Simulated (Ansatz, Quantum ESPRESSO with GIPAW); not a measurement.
# Assigning the 39K lines of K3GaF6

The values are calculated: DFT, PBEsol, plane-wave PAW (pslibrary 1.0.0 recipes), scalar-relativistic, GIPAW shieldings (Quantum ESPRESSO with GIPAW, a patched development version). Shieldings are without the macroscopic shape term, which is common to all sites.

```cif
data_structure
_symmetry_space_group_name_H-M 'P 1'
_symmetry_Int_Tables_number 1
_cell_length_a 6.1270
_cell_length_b 6.1270
_cell_length_c 6.1270
_cell_angle_alpha 60.000
_cell_angle_beta 60.000
_cell_angle_gamma 60.000
_cell_volume 162.64
loop_
_atom_site_label
_atom_site_type_symbol
_atom_site_fract_x
_atom_site_fract_y
_atom_site_fract_z
_atom_site_occupancy
Ga1 Ga 0.50000 0.50000 0.50000 1
K2 K 0.00000 0.00000 0.00000 1
K3 K 0.75000 0.75000 0.75000 1
K4 K 0.25000 0.25000 0.25000 1
F5 F 0.71910 0.71910 0.28090 1
F6 F 0.28090 0.28090 0.71910 1
F7 F 0.71910 0.28090 0.71910 1
F8 F 0.28090 0.71910 0.71910 1
F9 F 0.28090 0.71910 0.28090 1
F10 F 0.71910 0.28090 0.28090 1
```

The cell is an entry of the Crystallography Open Database; it need not be the form that is stable at ambient conditions. The coordinates shown are those after relaxation (atoms relaxed).

The K sites:

```
site  atom no.  atoms in cell  site symmetry  surroundings  bonds (Å)
K(1)         2              1           m-3m           KF6      2.434
K(2)         3              2           -43m          KF12      3.075
```

The lines to be assigned:

```
line  σ_iso (ppm)  relative area  span (ppm)  skew
   A       1240.9              2         0.0     -
   B       1137.2              1         0.0     -
```

Simulated spectrum: 39K static powder, 20 T (39.8 MHz), lines broadened by 3 ppm; the axis counts ppm from the isotropic position of the most shielded site, as −Δσ; rigid lattice, with dipolar and J couplings and satellite transitions left out.

(offset (ppm), intensity): (119.9, 0.00), (115.7, 0.00), (111.4, 0.00), (107.2, 0.03), (103.6, 0.50), (103.3, 0.47), (99.1, 0.01), (94.9, 0.00), (91.0, 0.00), (86.8, 0.00), (82.5, 0.00), (78.6, 0.00), (74.4, 0.00), (70.2, 0.00), (66.0, 0.00), (62.1, 0.00), (57.9, 0.00), (53.7, 0.00), (49.8, 0.00), (45.5, 0.00), (41.3, 0.00), (37.4, 0.00), (33.2, 0.00), (29.0, 0.00), (24.8, 0.00), (20.9, 0.00), (16.6, 0.00), (12.4, 0.00), (8.5, 0.01), (4.3, 0.03), (0.1, 1.00), (-3.8, 0.04), (-8.0, 0.01), (-12.3, 0.00), (-16.1, 0.00)

Most prominent maxima (ppm: height): 103.6: 0.50, 0.1: 1.00.

Q: Assign the lines to the sites.

The calculated assignment is A is K(2) (KF12); B is K(1) (KF6). The areas settle A and B, whose multiplicities are unique.

[Banner, clock, file and message-heading lines were taken out of the pw.x and gipaw.x logs.]

[Logs are printed without paths, hosts, clocks, repeated set-up lines and the standing remarks that a program may print on its own settings, such as how far it seeks lower states.]

[Hosts, paths, dates, database ids (printed as entryN), source tags and the programs' standing remarks are cut or masked in the printed files.]
